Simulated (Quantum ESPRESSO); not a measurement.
Here is a Quantum ESPRESSO 7.5 calculation.

The input pw.in:

```
&CONTROL
  calculation = 'scf'
  prefix = 'pwscf'
  outdir = './tmp'
  pseudo_dir = './pseudo'
  tprnfor = .true.
  tstress = .true.
  disk_io = 'low'
/
&SYSTEM
  ibrav = 0
  nat = 1
  ntyp = 1
  ecutwfc = 55
  ecutrho = 440
  nbnd = 16
  occupations = 'smearing'
  smearing = 'fd'
  degauss = 0.00367493
  nspin = 2
  starting_magnetization(1) = 0.2143
/
&ELECTRONS
  conv_thr = 2d-10
  electron_maxstep = 120
  mixing_beta = 0.3
/
ATOMIC_SPECIES
Nd   144.2420 Nd.paw.z_14.atompaw.wentzcovitch.v1.2.upf
CELL_PARAMETERS angstrom
  -2.0754700287    2.0754700287    2.0754700287
   2.0754700287   -2.0754700287    2.0754700287
   2.0754700287    2.0754700287   -2.0754700287
ATOMIC_POSITIONS angstrom
Nd     0.0000000000    0.0000000000    0.0000000000
K_POINTS automatic
9 9 9 0 0 0
```

File bands.in:

```
&CONTROL
  calculation = 'bands'
  prefix = 'pwscf'
  outdir = './tmp'
  pseudo_dir = './pseudo'
  disk_io = 'low'
  verbosity = 'high'
/
&SYSTEM
  ibrav = 0
  nat = 1
  ntyp = 1
  ecutwfc = 55
  ecutrho = 440
  nbnd = 16
  occupations = 'smearing'
  smearing = 'fd'
  degauss = 0.00367493
  nspin = 2
  starting_magnetization(1) = 0.2143
/
&ELECTRONS
  conv_thr = 1d-08
  electron_maxstep = 120
  mixing_beta = 0.3
  diago_full_acc = .true.
  startingwfc = 'random'
/
ATOMIC_SPECIES
Nd   144.2420 Nd.paw.z_14.atompaw.wentzcovitch.v1.2.upf
CELL_PARAMETERS angstrom
  -2.0754700287    2.0754700287    2.0754700287
   2.0754700287   -2.0754700287    2.0754700287
   2.0754700287    2.0754700287   -2.0754700287
ATOMIC_POSITIONS angstrom
Nd     0.0000000000    0.0000000000    0.0000000000
K_POINTS crystal
60
 0.0000000000  0.0000000000  0.0000000000 1
 0.0416666667 -0.0416666667  0.0416666667 1
 0.0833333333 -0.0833333333  0.0833333333 1
 0.1250000000 -0.1250000000  0.1250000000 1
 0.1666666667 -0.1666666667  0.1666666667 1
 0.2083333333 -0.2083333333  0.2083333333 1
 0.2500000000 -0.2500000000  0.2500000000 1
 0.2916666667 -0.2916666667  0.2916666667 1
 0.3333333333 -0.3333333333  0.3333333333 1
 0.3750000000 -0.3750000000  0.3750000000 1
 0.4166666667 -0.4166666667  0.4166666667 1
 0.4583333333 -0.4583333333  0.4583333333 1
 0.5000000000 -0.5000000000  0.5000000000 1
 0.4375000000 -0.4375000000  0.5000000000 1
 0.3750000000 -0.3750000000  0.5000000000 1
 0.3125000000 -0.3125000000  0.5000000000 1
 0.2500000000 -0.2500000000  0.5000000000 1
 0.1875000000 -0.1875000000  0.5000000000 1
 0.1250000000 -0.1250000000  0.5000000000 1
 0.0625000000 -0.0625000000  0.5000000000 1
 0.0000000000  0.0000000000  0.5000000000 1
 0.0000000000  0.0000000000  0.4444444444 1
 0.0000000000  0.0000000000  0.3888888889 1
 0.0000000000  0.0000000000  0.3333333333 1
 0.0000000000  0.0000000000  0.2777777778 1
 0.0000000000  0.0000000000  0.2222222222 1
 0.0000000000  0.0000000000  0.1666666667 1
 0.0000000000  0.0000000000  0.1111111111 1
 0.0000000000  0.0000000000  0.0555555556 1
 0.0000000000  0.0000000000  0.0000000000 1
 0.0227272727  0.0227272727  0.0227272727 1
 0.0454545455  0.0454545455  0.0454545455 1
 0.0681818182  0.0681818182  0.0681818182 1
 0.0909090909  0.0909090909  0.0909090909 1
 0.1136363636  0.1136363636  0.1136363636 1
 0.1363636364  0.1363636364  0.1363636364 1
 0.1590909091  0.1590909091  0.1590909091 1
 0.1818181818  0.1818181818  0.1818181818 1
 0.2045454545  0.2045454545  0.2045454545 1
 0.2272727273  0.2272727273  0.2272727273 1
 0.2500000000  0.2500000000  0.2500000000 1
 0.2708333333  0.1875000000  0.2708333333 1
 0.2916666667  0.1250000000  0.2916666667 1
 0.3125000000  0.0625000000  0.3125000000 1
 0.3333333333  0.0000000000  0.3333333333 1
 0.3541666667 -0.0625000000  0.3541666667 1
 0.3750000000 -0.1250000000  0.3750000000 1
 0.3958333333 -0.1875000000  0.3958333333 1
 0.4166666667 -0.2500000000  0.4166666667 1
 0.4375000000 -0.3125000000  0.4375000000 1
 0.4583333333 -0.3750000000  0.4583333333 1
 0.4791666667 -0.4375000000  0.4791666667 1
 0.5000000000 -0.5000000000  0.5000000000 1
 0.2500000000  0.2500000000  0.2500000000 1
 0.2083333333  0.2083333333  0.2916666667 1
 0.1666666667  0.1666666667  0.3333333333 1
 0.1250000000  0.1250000000  0.3750000000 1
 0.0833333333  0.0833333333  0.4166666667 1
 0.0416666667  0.0416666667  0.4583333333 1
 0.0000000000  0.0000000000  0.5000000000 1
```

Potentials or basis: SSSP 1.3 efficiency PBE.

The run is started by

```console
$ OMP_NUM_THREADS=1 pw.x -in pw.in > pw.out
$ OMP_NUM_THREADS=1 pw.x -in bands.in > bands.out
```

Problem. What does it give for the net moment?

Solution. 4.09 μB per cell.

Problem. What does it give for the site moments?

Solution. Nd +3.73 μB.

Levels at the corners of the path, in eV from the Fermi level:
Spin up:
| point | band 7 | band 8 | band 9 | band 10 | band 11 | band 12 |
| --- | --- | --- | --- | --- | --- | --- |
| Γ | -0.29 | -0.29 | 0.17 | 0.17 | 0.17 | 0.27 |
| H | -0.18 | -0.05 | -0.05 | -0.05 | 0.12 | 0.12 |
| N | -0.15 | -0.10 | -0.06 | 0.02 | 0.07 | 0.13 |
| Γ | -0.29 | -0.29 | 0.17 | 0.17 | 0.17 | 0.27 |
| P | -0.08 | -0.07 | 0.00 | 0.00 | 0.00 | 0.27 |
| H | -0.18 | -0.05 | -0.05 | -0.05 | 0.12 | 0.12 |
| P | -0.08 | -0.07 | 0.00 | 0.00 | 0.00 | 0.27 |
| N | -0.15 | -0.10 | -0.06 | 0.02 | 0.07 | 0.13 |
Spin down:
| point | band 1 | band 2 | band 3 | band 4 | band 5 | band 6 | band 7 | band 8 | band 9 | band 10 |
| --- | --- | --- | --- | --- | --- | --- | --- | --- | --- | --- |
| Γ | -35.83 | -16.83 | -16.83 | -16.83 | -3.17 | 2.09 | 2.09 | 2.09 | 2.44 | 2.44 |
| H | -35.59 | -17.57 | -17.57 | -17.57 | -1.06 | -1.06 | 2.12 | 2.12 | 2.12 | 2.27 |
| N | -35.69 | -17.93 | -17.17 | -16.85 | -1.15 | 0.83 | 1.98 | 2.01 | 2.28 | 2.41 |
| Γ | -35.83 | -16.83 | -16.83 | -16.83 | -3.17 | 2.09 | 2.09 | 2.09 | 2.44 | 2.44 |
| P | -35.68 | -17.40 | -17.40 | -17.40 | 1.07 | 1.07 | 1.07 | 2.28 | 2.28 | 2.28 |
| H | -35.59 | -17.57 | -17.57 | -17.57 | -1.06 | -1.06 | 2.12 | 2.12 | 2.12 | 2.27 |
| P | -35.68 | -17.40 | -17.40 | -17.40 | 1.07 | 1.07 | 1.07 | 2.28 | 2.28 | 2.28 |
| N | -35.69 | -17.93 | -17.17 | -16.85 | -1.15 | 0.83 | 1.98 | 2.01 | 2.28 | 2.41 |

Caveat: the magnetic or orbital state may not be the lowest; spin-orbit coupling is left out, which moves the levels of the heavy elements. The state reached can hang on the start; a lower one may exist.
